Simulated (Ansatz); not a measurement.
# MoS2 (R3m) in Ansatz: single point with PBEsol

Aim: the single point of MoS2 with PBEsol.

Program: Ansatz 0.2.0. These are calculated values, not measurements. Logs are shortened: lines on timing, memory, paths and dates and some standing lists are left out, and cuts for length are marked.

## (1) Starting point

It takes space group R3m (No. 160, trigonal). Conventional cell: a = 3.160 Å, b = 3.160 Å, c = 18.450 Å, α = 90.00°, β = 90.00°, γ = 120.00°. Mo (site symmetry 3m) has 6 S at 2.39 Å as nearest neighbours. Around S (site symmetry 3m) lie 3 Mo at 2.39 Å. Around S (site symmetry 3m) lie 3 Mo at 2.39 Å.

Measurements of this composition are mostly on another form, of space group No. 194.

## (2) Single point, PBEsol

input.yaml

```yaml
crystal:
  lattice:
    - [1.58, 0.9122134253, 6.15]
    - [-1.58, 0.9122134253, 6.15]
    - [0.0, -1.8244268506, 6.15]
  atoms:
    - { symbol: Mo, position: [0.0, 0.0, 0.0] }
    - { symbol: S, position: [0.417, 0.417, 0.417] }
    - { symbol: S, position: [0.25, 0.25, 0.25] }
kpoints:
  mp_grid: { grid: [6, 6, 6] }
scf:
  occupations: { method: fermi_dirac, width: 0.03 }
hamiltonian:
  xc: pbesol
  pseudopotentials: { kind: all_electron, lapw: { basis_error: 0.002 } }
output:
  forces: true
  stress: true
  eigenvalues: true
```

Potentials or basis: all-electron LAPW, scalar-relativistic.

Command:

```bash
$ ansatz run input.yaml --threads 2 --pin off --max-ram 8192MiB --backend cpu --events-out ev --progress --plain --runs-dir out
```

Standard output:

```text
Warning: RAYON_NUM_THREADS=2 ignored (pool sized by the plan → 2); use --threads N
LAPW: plane waves up to 8.030 Å⁻¹, error target 2.0e-3 eV per atom; small_component_spin mean_spin; S in spheres of 1.054 Å, 14 of its electrons in bands, Dirac shells []; Mo in spheres of 1.331 Å, 30 of its electrons in bands, Dirac shells [] (how accurate: hamiltonian.pseudopotentials.lapw.basis_error, Limitations)
Engine: ansatz 0.2.0, aarch64-unknown-linux-gnu
Pseudopotentials: kind: all_electron
Pseudopotential: Mo, LAPW, valence charge 30, lapw/all_electron/scalar/gaussian/Mo, Koelling and Harmon's equation, gaussian nucleus
Pseudopotential: S, LAPW, valence charge 14, lapw/all_electron/scalar/gaussian/S, Koelling and Harmon's equation, gaussian nucleus
Functional definition: PBEsol
  exchange = pbesol_x
  correlation = pbesol_c
Crystal: 3 atoms, lattice volume = 53.184 Å³
Basis set: ecut = 245.66240873748856 eV, 453 PW (Γ), FFT grids on a1−a3, a2−a3, a3, exchange–correlation at level 2
Bands: 35, of which v1, the nominal top of the filled ones, is band 29 counted from 1 (28 counted from 0)
Symmetry: 6 space group operations
Space group: R3m (ITA 160), of the structure as read, at distance tolerance 3.8e-5 Å
k-points: 32 of 216 (time reversal used)
Non-local potential: Mo, projectors of the file, none
Non-local potential: S, projectors of the file, none
Initial density: superposition of atomic densities (chi_scale 0.1, normalization cell, long waves kept (reshape's long-wave potential 0.16 eV rms))
Initial wavefunctions: plane waves of lowest kinetic energy (no species holds an atomic orbital)
Functional: x = pbesol(κ = 0.804, μ = 0.12345679012345678), c = pbesol(β = 0.046)
iter 1 solved again at ethr=4.84e-3 eV; its pass at ethr=1.00e-1 eV (dr2=2.81e0 eV) is discarded
SCF iter   1: F=—  HF=-131814.619794 eV  |F-HF|=—  |Δ(HF+E_count)|=         —  Δρ=6.31e-2  dr2=2.81e0  ethr=4.84e-3  ⟨swp⟩=2.0  Hψ=7429  notcnv=0
preconditioner: auto → Resta (q_TF=auto, 2.768 Å⁻¹)  ε∞=5.3  [insulator: Δε(μ)=0.781 eV  Ē_g=10.440 eV  σ=0.030 eV  W_gap=1.00  n_scr=22 (ndim 8)  ℏωp=21.6 eV  f_vac=0.099  D(μ)=0.00/eV (n_scr^D=0)  ε∞_Penn≈5.3]
SCF iter   2: F=—  HF=-131813.865285 eV  |F-HF|=—  |Δ(HF+E_count)|=   7.55e-1  Δρ=3.75e-2  dr2=2.88e0  ethr=4.84e-3  ⟨swp⟩=3.0  Hψ=3381  notcnv=0
iter 3 solved again at ethr=4.21e-4 eV; its pass at ethr=4.84e-3 eV (dr2=2.44e-1 eV) is discarded
SCF iter   3: F=—  HF=-131813.328262 eV  |F-HF|=—  |Δ(HF+E_count)|=   5.37e-1  Δρ=1.80e-2  dr2=2.43e-1  ethr=4.21e-4  ⟨swp⟩=2.0  Hψ=5310  notcnv=0
SCF iter   4: F=—  HF=-131813.258559 eV  |F-HF|=—  |Δ(HF+E_count)|=         —  Δρ=3.99e-3  dr2=2.69e-2  ethr=4.20e-4  ⟨swp⟩=3.0  Hψ=3232  notcnv=0
the basis was enlarged: its passes take 1.9 MiB over the memory plan, 2 of 2 planned eigensolver slots
SCF iter   5: F=—  HF=-131813.253937 eV  |F-HF|=—  |Δ(HF+E_count)|=   4.62e-3  Δρ=2.64e-3  dr2=8.51e-3  ethr=4.63e-5  ⟨swp⟩=2.0  Hψ=3328  notcnv=0
SCF iter   6: F=—  HF=-131813.252385 eV  |F-HF|=—  |Δ(HF+E_count)|=   1.55e-3  Δρ=1.04e-3  dr2=1.15e-3  ethr=1.47e-5  ⟨swp⟩=2.0  Hψ=3142  notcnv=0
SCF iter   7: F=—  HF=-131813.252198 eV  |F-HF|=—  |Δ(HF+E_count)|=   1.87e-4  Δρ=1.12e-4  dr2=1.93e-5  ethr=1.98e-6  ⟨swp⟩=2.0  Hψ=3141  notcnv=0
SCF iter   8: F=—  HF=-131813.252212 eV  |F-HF|=—  |Δ(HF+E_count)|=   1.36e-5  Δρ=7.85e-5  dr2=9.07e-6  ethr=3.33e-8  ⟨swp⟩=3.0  Hψ=3297  notcnv=0
SCF iter   9: F=—  HF=-131813.252212 eV  |F-HF|=—  |Δ(HF+E_count)|=   3.18e-7  Δρ=2.04e-5  dr2=4.25e-7  ethr=1.56e-8  ⟨swp⟩=2.9  Hψ=3184  notcnv=0
SCF iter  10: F=-131813.252213 eV  HF=-131813.252213 eV  |F-HF|=5.79e-9  |Δ(HF+E_count)|=   2.87e-7  Δρ=5.79e-6  dr2=2.00e-8  ethr=7.34e-10  ⟨swp⟩=3.0  Hψ=3322  notcnv=0
SCF 1 converged in 10 iterations: F = -131813.252213 eV  dr2 = 2.00e-8
SCF converged after 10 iterations
Free energy (F): -131813.252213 eV
Harris-Foulkes:  -131813.252213 eV  (|F-HF|=5.79e-9)
Internal energy: -131813.252213 eV  (E = F + TS)
E sigma→0 (E₀):  -131813.252213 eV
Entropy (-TS):   -0.000000 eV (-0.000 meV/atom)
Fermi energy:    12.749191 eV
--- Per-component energies (eV) ---
  E_band       = -6795.929823
  E_kinetic    = 135891.878997
  E_xc         = -4673.446539
  E_electrostatic = -263031.684671  (all electrons and nuclei)
  E_smearing   = -0.000000  (= −TS)
  E_closure    = 0.000000  (closes the sum)
  E_atoms      = -131789.879735  (free atoms, spherical and without spin; not in F)
  Σ components = -131813.252213   (vs F -131813.252213, Δ=0.00e0)
  Basis errors (estimates in eV, not in F): energy 9.7e-4 per atom: plane waves 8.5e-4 (4.9e-4 summed), levels above the bands 1.3e-101, relativity 7.3e-9, radial functions 1.2e-4, core shells 3.4e-7; eigenvalues (radial functions only) 2.3e-6; not estimated: angular momenta, meshes, grids; target (lapw.basis_error) 2.0e-3; muffin-tin radii S 1.054 Å, Mo 1.331 Å
--- Forces (eV/Å), atoms counted from 1 ---
  atom   1  Mo     0.00000000    -0.00000000     0.08565345
  atom   2  S      0.00000000    -0.00000000     0.18066386
  atom   3  S      0.00000000     0.00000000    -0.26634756
  max |Σ_I F_I| component: 3.03e-5 eV/Å
--- Stress (GPa, compression-positive) ---
       -0.643798       0.000000       0.000000
        0.000000      -0.643798       0.000000
        0.000000       0.000000       2.361652
  P = ⅓ Tr σ = 0.3580 GPa (3.580 kbar)
--- Band table (eV; the first three rows and the last of 32) ---
  k-point 0: bands = ["-363.7593", "-363.7368", "-363.7368", "-205.9205", "-205.9205", "-205.9089", "-205.8967", "-205.8967", "-193.2664", "-193.2599", "-138.3400", "-138.3400", "-138.3340", "-138.3340", "-138.2893", "-138.2811", "-49.1461", "-23.3447", "-23.1016", "-23.1016", "-2.7962", "-1.0508", "5.2688", "8.8421", "8.8421", "9.9851", "9.9851", "11.0702", "11.1322", "14.3496", "14.3496", "14.7911", "14.7911", "17.7071", "20.2950"]
  k-point 1: bands = ["-363.7593", "-363.7368", "-363.7368", "-205.9205", "-205.9205", "-205.9089", "-205.8967", "-205.8967", "-193.2664", "-193.2599", "-138.3400", "-138.3400", "-138.3340", "-138.3340", "-138.2893", "-138.2811", "-49.1356", "-23.3237", "-23.2071", "-23.1255", "-2.3740", "-0.9244", "5.7232", "8.0775", "8.8750", "9.2745", "9.4130", "10.9719", "11.2145", "13.7911", "14.3883", "14.4099", "14.9607", "19.2552", "20.7750"]
  k-point 2: bands = ["-363.7593", "-363.7368", "-363.7368", "-205.9205", "-205.9205", "-205.9089", "-205.8967", "-205.8967", "-193.2664", "-193.2599", "-138.3400", "-138.3400", "-138.3340", "-138.3340", "-138.2893", "-138.2811", "-49.1145", "-23.4129", "-23.2814", "-23.1729", "-1.3815", "-0.6326", "5.9680", "7.2553", "7.5667", "8.5833", "10.2045", "10.2644", "10.5195", "13.7431", "13.9304", "15.3900", "15.6512", "19.1577", "19.6135"]
  k-point 31: bands = ["-363.7593", "-363.7368", "-363.7368", "-205.9205", "-205.9205", "-205.9089", "-205.8967", "-205.8967", "-193.2664", "-193.2599", "-138.3400", "-138.3400", "-138.3340", "-138.3340", "-138.2893", "-138.2811", "-49.1461", "-23.3448", "-23.1016", "-23.1016", "-2.5473", "-1.4768", "6.2671", "8.7894", "8.8282", "8.8282", "10.0123", "10.0123", "12.3395", "14.4465", "14.4465", "14.6557", "14.6557", "17.7952", "20.7735"]
```

Run time: 11 s. Hardware: 2 threads of Arm Neoverse V2, shared host; peak memory 0.31 GiB.

Results:

```yaml
Free_energy: -131813.2522 eV
Pressure: 0.4 GPa
Largest_force: 0.266 eV/Å
Band_gap_on_the_k_mesh: 0.90 eV, indirect (least direct gap 1.71 eV)
```

Forces in eV/Å, atoms in the order of the input:
```
Mo   0.000  0.000  0.086
S    0.000  0.000  0.181
S    0.000  0.000 -0.266
```

Stress tensor (GPa, compression positive):
```
-0.64  0.00  0.00
 0.00 -0.64  0.00
 0.00  0.00  2.36
```

A k mesh can miss the band edges. PBEsol gaps usually lie below the measured ones, often by a third to a half.
